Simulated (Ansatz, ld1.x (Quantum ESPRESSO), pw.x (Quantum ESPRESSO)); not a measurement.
Equation-of-state test of one TM potential (thallium)

thallium, norm-conserving Troullier–Martins (Kleinman–Bylander form), made with ld1.x (Quantum ESPRESSO) 7.5 (PBEsol, scalar-relativistic). Core [Xe] 4f14 5d10, reference 6s2 6p1. Waves: 6s (bound): rc 1.75 bohr; 6d channel at 0.45 Ry: rc 3.10 bohr; 6p (bound): rc 2.95 bohr. Local part: the p channel. Core correction: Bessel-smoothed model core inside 1.10 bohr.

Atomic tests: cutoffs needed: 25 Ry and 55 Ry (the cutoffs (Ry, on a coarse ladder) from which the occupation-weighted sum of valence levels, in a spherical-Bessel basis at the reference potential, stays within 10 and 1 mRy of its value at 400 Ry); ghost test: no extra level below or beside the all-electron valence levels (s, d, p, f tested) (spherical-Bessel basis up to 400 Ry, 20 bohr box); largest excitation error: -413 meV (all-electron minus pseudo) for 6s1 6p0, out of 7 test configurations.

Crystal test: fcc Tl in pw.x 7.5, no spin, 12³ k-points, Fermi–Dirac smearing 0.01 Ry, cutoffs 70/280 Ry. The reference is all-electron LAPW (Ansatz 0.2.0) with the same functional, mesh and smearing; V0 and B0 come from Birch–Murnaghan fits to the pressures at five volumes. Errors are pseudo minus all-electron; Δ is the rms difference of the E(V) curves that follow from these fits, minima aligned, over ±6 % about the mean V0. Mesh and smearing are coarse, so the numbers serve the comparison and aren't converged zero-temperature values; the lattice is a test structure that the element need not adopt.

All-electron: a0 = 4.847 Å (V0 = 28.47 Å³/atom), B0 = 36.3 GPa.

Problem. How far does the potential miss the all-electron equation of state?

Solution. mean pressure error (GPa): -3.02. The pressure does not cross zero within the volumes sampled, so no fit is given. This is a poor potential for the solid.

| V (Å³/atom) | P all-electron (GPa) | P pseudo (GPa) |
| --- | --- | --- |
| 27.083 | 2.07 | -1.53 |
| 27.795 | 0.92 | -2.35 |
| 28.508 | -0.05 | -3.04 |
| 29.221 | -0.88 | -3.61 |
| 29.933 | -1.59 | -4.09 |

Problem. At the middle volume, how do free energy and pressure move when the wave cutoff is lowered (ecutrho kept at four times it)?

Solution.

| cutoff (Ry) | shift of F (meV/atom) | shift of P (GPa) |
| --- | --- | --- |
| 32 | +77.3 | -0.01 |
| 42 | +36.1 | -0.67 |
| 56 | +2.7 | +0.11 |

The run at the middle volume (72 k-points, 7 iterations) took about 16 s on one core of a shared host (Neoverse-V1, 32 threads, 247 GiB, load 14).
